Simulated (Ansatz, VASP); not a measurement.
One calculation of Pt, two programs

File POSCAR:

```
Pt
1.0
    4.7001077127      0.0000000000      0.0000000000
   -2.3500538564      4.0704126797      0.0000000000
    0.0000000000      0.0000000000      2.8813703804
Pt
3
Direct
    0.0000000000      0.0000000000      0.0000000000
    0.3333333333      0.6666666667      0.5000000000
    0.6666666667      0.3333333333      0.5000000000
```

File INCAR.step1:

```
ALGO = Normal
EDIFF = 1E-4
ENCUT = 520
GGA = PE
ISMEAR = 0
LASPH = T
LCHARG = F
LREAL = F
LWAVE = T
NBANDS = 22
NELM = 100
PREC = Accurate
SIGMA = 0.1
```

Contents of INCAR.step2:

```
ALGO = Normal
EDIFF = 1E-6
ENCUT = 520
ISIF = 2
ISMEAR = 0
ISTART = 1
LASPH = T
LCHARG = T
LELF = T
LMIXTAU = T
LREAL = F
LVHAR = T
LWAVE = F
METAGGA = R2SCAN
NBANDS = 22
NELM = 100
PREC = Accurate
SIGMA = 0.1
```

File KPOINTS:

```
k-points
0
Gamma
  6 6 6
```

Input for Ansatz:

```yaml
crystal:
  lattice:
    - [4.7001077127, 0.0, 0.0]
    - [-2.3500538564, 4.0704126797, 0.0]
    - [0.0, 0.0, 2.8813703804]
  atoms:
    - { symbol: Pt, position: [0.0, 0.0, 0.0] }
    - { symbol: Pt, position: [0.3333333333, 0.6666666667, 0.5] }
    - { symbol: Pt, position: [0.6666666667, 0.3333333333, 0.5] }
basis:
  ecutwfc: 500
kpoints:
  mp_grid: { grid: [6, 6, 6] }
hamiltonian:
  xc: r2scan
scf:
  occupations: { method: gaussian, width: 0.1 }
  lower_state_search: "off"
output:
  forces: true
  stress: true
  eigenvalues: true
```

Alike in both runs: task single point; functional r2SCAN; k mesh 6 × 6 × 6; occupations gaussian, width 0.1 eV; no spin polarisation.

```csv
,VASP,Ansatz
version,VASP 6.6.1,Ansatz 0.2.0
potentials or method,"VASP PAW PBE potentials, release 64 (Pt)","scalar-relativistic, plane waves, PAW"
plane-wave cutoff (eV),520,500
valence electrons in the cell,30,54
```

Ansatz gave:

* gap on the k mesh at the Fermi level (eV): none
* pressure (GPa): -26.3
* largest component of the traceless stress (GPa): 1.46

Problem. Which values does VASP return?

Solution. gap on the k mesh at the Fermi level (eV): none; pressure (GPa): -26.1; largest component of the traceless stress (GPa): 1.50.

A gap of «none» marks a metal or a gap that the smearing closes. With one functional, cell and mesh, what is left measures potentials, basis and numerics. The two sets of potentials don't hold the same shells in valence.

Caveats: the k mesh is coarse (spacing up to 0.36 Å⁻¹), so the values aren't converged; so large a pressure means that the cell lies far from this level's equilibrium, or that cutoff or potentials fall short (VASP); the potentials were made for another functional, which shifts forces and pressure (VASP). Spin-orbit coupling is left out, which matters for the levels of Pt.
